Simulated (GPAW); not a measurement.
Input of a GPAW 26.7.0 run:

The input run.py:

```python
from ase.eos import EquationOfState
from ase.io import Trajectory, read
from ase.units import GPa
from gpaw import GPAW, PW

atoms = read('CaF2.xyz')

traj = Trajectory('eos.traj', 'w')
volumes, energies = [], []
for x in [0.94, 0.96, 0.98, 1.0, 1.02, 1.04, 1.06]:
    a = atoms.copy()
    a.set_cell(atoms.cell * x**(1 / 3), scale_atoms=True)
    calc = GPAW(mode=PW(800),
                xc={'name': 'vdW-DF-cx', 'backend': 'libvdwxc'},
                kpts={'size': (7, 7, 7), 'gamma': True},
                occupations={'name': 'fermi-dirac', 'width': 0.05},
                nbands=22,
                convergence={'density': 1e-05, 'energy': 1e-05},
                maxiter=150,
                txt=f'eos-{x:.2f}.txt')
    a.calc = calc
    energies.append(a.get_potential_energy(force_consistent=True))
    volumes.append(a.get_volume())
    calc.write(f'eos-{x:.2f}.gpw')
    traj.write(a)
    print(f'{x:.2f} {volumes[-1]:10.4f} A^3 {energies[-1]:14.6f} eV', flush=True)

v0, e0, B = EquationOfState(volumes, energies, eos='birchmurnaghan').fit()
print(f'V0 = {v0:.4f} A^3, E0 = {e0:.6f} eV, B0 = {B / GPa:.2f} GPa')
```

CaF2.xyz

```xyz
3
Lattice="0.0000000000 2.7310000000 2.7310000000 2.7310000000 0.0000000000 2.7310000000 2.7310000000 2.7310000000 0.0000000000" Properties=species:S:1:pos:R:3 pbc="T T T"
Ca     0.0000000000      0.0000000000      0.0000000000
F      4.0965000000      4.0965000000      4.0965000000
F      1.3655000000      1.3655000000      1.3655000000
```

Potentials or basis: GPAW PAW data sets (gpaw-data 1.2.1), pw.

Command:

```console
$ OMP_NUM_THREADS=1 python run.py
```

Problem. Predict the bulk modulus.

Solution. 82 GPa.

Problem. Predict the equilibrium volume.

Solution. 13.58 Å³/atom.

Energy against volume, from the lowest point:
```csv
volume (Å³/atom),energy (meV/atom)
12.764,14.04
13.036,5.92
13.308,1.37
13.579,0.00
13.851,1.28
14.122,5.06
14.394,11.26
```

Caveat: the PAW data sets were made with another functional, which shifts forces and pressure a little.
